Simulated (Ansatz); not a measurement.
# SnTe (F-43m) in Ansatz: a series of runs, part 2 of 2

Ansatz 0.2.0. Earlier steps stand in the parts before.

### 3 Band structure, r2SCANh

File input:

```
crystal:
  lattice:
    - [0.0, 3.611146, 3.611146]
    - [3.611146, 0.0, 3.611146]
    - [3.611146, 3.611146, 0.0]
  atoms:
    - { symbol: Te, position: [0.25, 0.25, 0.25] }
    - { symbol: Sn, position: [0.0, 0.0, 0.0] }
hamiltonian:
  xc: r2scanh
  pseudopotentials: { kind: paw }
kpoints:
  mp_grid: { grid: [4, 4, 4] }
  band_path:
    path:
      - [[0.0, 0.0, 0.0], [0.5, 0.0, 0.5], [0.5, 0.25, 0.75], [0.375, 0.375, 0.75], [0.0, 0.0, 0.0], [0.5, 0.5, 0.5], [0.625, 0.25, 0.625], [0.5, 0.25, 0.75], [0.5, 0.5, 0.5], [0.375, 0.375, 0.75]]
      - [[0.625, 0.25, 0.625], [0.5, 0.0, 0.5]]
    npoints: 4
scf:
  occupations: { method: fermi_dirac, width: 0.05 }
  n_extra_bands: 6
output:
  forces: true
  stress: true
  eigenvalues: true
  fatbands: false
```

Potentials or basis: Ansatz PAW.

It took 78 s on 1 × NVIDIA H100 80GB HBM3 with 2 threads of AMD EPYC 7R13 (Zen 3), shared host; peak memory 2.3 GiB.

It converged, with:

| Item | Value |
| --- | --- |
| Free energy | -13033.2688 eV |
| Pressure | -0.8 GPa |
| Band gap on the k mesh | 0.48 eV, indirect (least direct gap 1.26 eV) |
| Band gap along the path | 0.48 eV, indirect (least direct gap 1.26 eV) |

Levels at the corners of the path, in eV from the valence-band top:
| point | band 12 | band 13 | band 14 | band 15 | band 16 | band 17 | band 18 | band 19 |
| --- | --- | --- | --- | --- | --- | --- | --- | --- |
| Γ | -5.46 | -2.27 | -2.27 | -2.27 | 1.42 | 1.42 | 1.42 | 4.62 |
| X | -8.05 | -3.55 | -3.55 | -0.78 | 0.48 | 4.57 | 4.57 | 6.09 |
| W | -8.03 | -3.85 | -3.74 | 0.00 | 1.86 | 2.70 | 3.67 | 6.02 |
| K | -7.99 | -3.97 | -3.35 | -0.56 | 1.58 | 3.65 | 3.79 | 5.33 |
| Γ | -5.46 | -2.27 | -2.27 | -2.27 | 1.42 | 1.42 | 1.42 | 4.62 |
| L | -7.64 | -2.84 | -2.84 | -2.22 | 2.29 | 2.29 | 4.03 | 6.24 |
| U | -7.99 | -3.97 | -3.35 | -0.56 | 1.58 | 3.65 | 3.79 | 5.33 |
| W | -8.03 | -3.85 | -3.74 | 0.00 | 1.86 | 2.70 | 3.67 | 6.02 |
| L | -7.64 | -2.84 | -2.84 | -2.22 | 2.29 | 2.29 | 4.03 | 6.24 |
| K | -7.99 | -3.97 | -3.35 | -0.56 | 1.58 | 3.65 | 3.79 | 5.33 |
| U | -7.99 | -3.97 | -3.35 | -0.56 | 1.58 | 3.65 | 3.79 | 5.33 |
| X | -8.05 | -3.55 | -3.55 | -0.78 | 0.48 | 4.57 | 4.57 | 6.09 |

Caveat: spin-orbit coupling is left out, which moves the levels of the heavy elements; the PAW data sets come from PBE, with cores solved anew for the run's functional, which leaves a small shift of forces and pressure; the thresholds are loose for stress.

### 4 Band structure, r2SCAN50

Edit input of step 3 so:

```diff
@@ -9,3 +9,3 @@
 hamiltonian:
-  xc: r2scanh
+  xc: r2scan50
   pseudopotentials: { kind: paw }
@@ -26 +26,5 @@
   fatbands: false
+  write_density: true
+  write_potential: true
+  elf: true
+  volumetric_format: npy
```

It took 56 s on 1 × NVIDIA H100 80GB HBM3 with 2 threads of AMD EPYC 7R13 (Zen 3), shared host; peak memory 2.4 GiB.

The run converged. Its results:

```yaml
Free_energy: -13032.9833 eV
Pressure: -1.0 GPa
Band_gap_on_the_k_mesh: 1.90 eV, indirect (least direct gap 2.84 eV)
Band_gap_along_the_path: 1.90 eV, indirect (least direct gap 2.83 eV)
```

Levels at the corners of the path, in eV from the valence-band top:
```tsv
point	band 11	band 12	band 13	band 14	band 15	band 16	band 17	band 18	band 19	band 20
Γ	-14.45	-6.28	-2.68	-2.68	-2.68	2.99	2.99	2.99	6.14	9.08
X	-13.41	-9.39	-4.19	-4.19	-0.94	1.90	6.55	6.55	7.79	8.88
W	-13.41	-9.36	-4.57	-4.40	0.00	3.47	4.35	5.37	7.88	8.89
K	-13.44	-9.32	-4.69	-3.95	-0.61	3.10	5.43	5.66	6.96	9.21
Γ	-14.45	-6.28	-2.68	-2.68	-2.68	2.99	2.99	2.99	6.14	9.08
L	-13.72	-8.91	-3.36	-3.36	-2.56	3.93	3.93	5.87	7.82	8.76
U	-13.44	-9.32	-4.69	-3.95	-0.61	3.10	5.43	5.66	6.96	9.21
W	-13.41	-9.36	-4.57	-4.40	0.00	3.47	4.35	5.37	7.88	8.89
L	-13.72	-8.91	-3.36	-3.36	-2.56	3.93	3.93	5.87	7.82	8.76
K	-13.44	-9.32	-4.69	-3.95	-0.61	3.10	5.43	5.66	6.96	9.21
U	-13.44	-9.32	-4.69	-3.95	-0.61	3.10	5.43	5.66	6.96	9.21
X	-13.41	-9.39	-4.19	-4.19	-0.94	1.90	6.55	6.55	7.79	8.88
```

Caveat: spin-orbit coupling is left out, which moves the levels of the heavy elements; the PAW data sets come from PBE, with cores solved anew for the run's functional, which leaves a small shift of forces and pressure; the thresholds are loose for stress.

### 5 Band structure, HF

Edit input of step 4 so:

```diff
@@ -9,3 +9,3 @@
 hamiltonian:
-  xc: r2scan50
+  xc: hf
   pseudopotentials: { kind: paw }
@@ -26,5 +26 @@
   fatbands: false
-  write_density: true
-  write_potential: true
-  elf: true
-  volumetric_format: npy
```

Potentials or basis: Ansatz PAW.

What it wrote:

```text
Warning: output.stress: scf.convergence.dr2_threshold = 1e-7 eV (the SCF's general default) is looser than the 2e-10 eV advised for a printed stress (1e-10 eV for each atom of the cell: 2). What an SCF threshold leaves in a stress goes as its square root, and in the free energy as the threshold itself, and one threshold admits the most on a small cell: of the crystals measured, under no hybrid functional and no lock of the moments, on runs that ended without the residual-converged pass, on stresses that held no estimate of that error, the worst erred by over 100 MPa in a component at 1e-7 eV an atom and by under 5 at 1e-10. Set scf.convergence.dr2_threshold to 2e-10 eV or tighter. The threshold is an SCF's pass mark: one that does not reach it within its budget of iterations ends unconverged, or closes short of it on a stop that the run arms, and scf.convergence.dr2_threshold's page says what that costs each kind of run
Warning: output.stress: scf.exx.energy_threshold = 1e-6 eV is looser than the 2e-8 eV advised for a stress under a hybrid functional (1e-8 eV for each atom of the cell: 2). Every SCF of the exchange loop can meet its threshold on dr2 while the loop round them stops early: no threshold on dr2 bounds what that leaves in the stress. Set scf.exx.energy_threshold to 2e-8 eV or tighter. The threshold is the loop's pass mark: a loop that does not reach it within its budget of cycles ends unconverged, and scf.exx.energy_threshold's page has the law
[... 159 lines left out ...]
  k-point 0: bands = ["-42.4351", "-42.4351", "-42.4351", "-42.4251", "-42.4251", "-27.0095", "-27.0095", "-27.0095", "-26.9825", "-26.9825", "-12.5646", "-2.6635", "0.8998", "0.8998", "0.8998", "9.4565", "9.4565", "9.4565", "12.5950", "15.8474", "15.8474"]
  k-point 1: bands = ["-42.4350", "-42.4350", "-42.4350", "-42.4249", "-42.4249", "-27.0092", "-27.0082", "-27.0082", "-26.9829", "-26.9829", "-12.1774", "-4.5946", "0.4900", "0.4900", "1.5327", "10.1037", "10.1037", "10.2217", "14.2066", "14.9826", "14.9826"]
  k-point 2: bands = ["-42.4348", "-42.4348", "-42.4348", "-42.4247", "-42.4247", "-27.0092", "-27.0069", "-27.0069", "-26.9832", "-26.9832", "-11.6765", "-6.0542", "0.1502", "0.1502", "1.3995", "10.4485", "10.4485", "12.5896", "14.3528", "15.5760", "16.4182"]
  k-point 7: bands = ["-42.4349", "-42.4346", "-42.4346", "-42.4246", "-42.4244", "-27.0112", "-27.0054", "-27.0042", "-26.9840", "-26.9829", "-11.2993", "-6.5880", "-1.2638", "-1.0098", "4.1317", "10.1614", "10.7731", "11.9571", "14.7218", "15.8124", "17.4434"]
```

It took 74 s on 1 × NVIDIA H100 80GB HBM3 with 2 threads of AMD EPYC 7R13 (Zen 3), shared host; peak memory 2.1 GiB.

Results:

```
Free energy             : -12882.6927 eV
Pressure                : 2.6 GPa
Band gap on the k mesh  : 4.13 eV, indirect (least direct gap 5.21 eV)
Band gap along the path : 4.13 eV, indirect (least direct gap 5.20 eV)
```

Levels at the corners of the path, in eV from the valence-band top:
```csv
point,band 12,band 13,band 14,band 15,band 16,band 17,band 18,band 19
Γ,-6.80,-3.23,-3.23,-3.23,5.32,5.32,5.32,8.46
X,-10.75,-4.92,-4.92,-1.07,4.13,9.35,9.35,10.28
W,-10.72,-5.40,-5.14,0.00,6.03,6.64,7.83,10.59
K,-10.68,-5.50,-4.65,-0.61,5.41,8.03,8.32,9.37
Γ,-6.80,-3.23,-3.23,-3.23,5.32,5.32,5.32,8.46
L,-10.19,-3.98,-3.98,-2.73,6.32,6.32,8.46,10.22
U,-10.68,-5.50,-4.65,-0.61,5.41,8.03,8.32,9.37
W,-10.72,-5.40,-5.14,0.00,6.03,6.64,7.83,10.59
L,-10.19,-3.98,-3.98,-2.73,6.32,6.32,8.46,10.22
K,-10.68,-5.50,-4.65,-0.61,5.41,8.03,8.32,9.37
U,-10.68,-5.50,-4.65,-0.61,5.41,8.03,8.32,9.37
X,-10.75,-4.92,-4.92,-1.07,4.13,9.35,9.35,10.28
```

Caveat: spin-orbit coupling is left out, which moves the levels of the heavy elements; the PAW data sets come from PBE, with cores solved anew for the run's functional, which leaves a small shift of forces and pressure; the thresholds are loose for stress.

### 6 Summary

```csv
level,cutoff (eV),gap on the mesh (eV),pressure (GPa)
r2SCAN0,500,0.99,-0.9
r2SCANh,500,0.48,-0.8
r2SCAN50,500,1.90,-1.0
HF,420,4.13,2.6
```

Alike in all rows: task band structure; potentials or basis Ansatz PAW; no spin polarisation; cell as given; k mesh 4 × 4 × 4; smearing fermi-dirac 0.05 eV.

On the cell as given the gap runs from 0.48 eV (r2SCANh) to 4.13 eV (HF). The pressure there spans -1.0 GPa (r2SCAN50) to 2.6 GPa (HF); a positive pressure means that this level wants a larger cell, a negative one a smaller.

Caveats: spin-orbit coupling is left out, which moves the levels of the heavy elements; the PAW data sets come from PBE, with cores solved anew for the run's functional, which leaves a small shift of forces and pressure; the thresholds are loose for stress.

Total energies depend on the potentials used, so only differences within one code and one set of settings carry meaning.
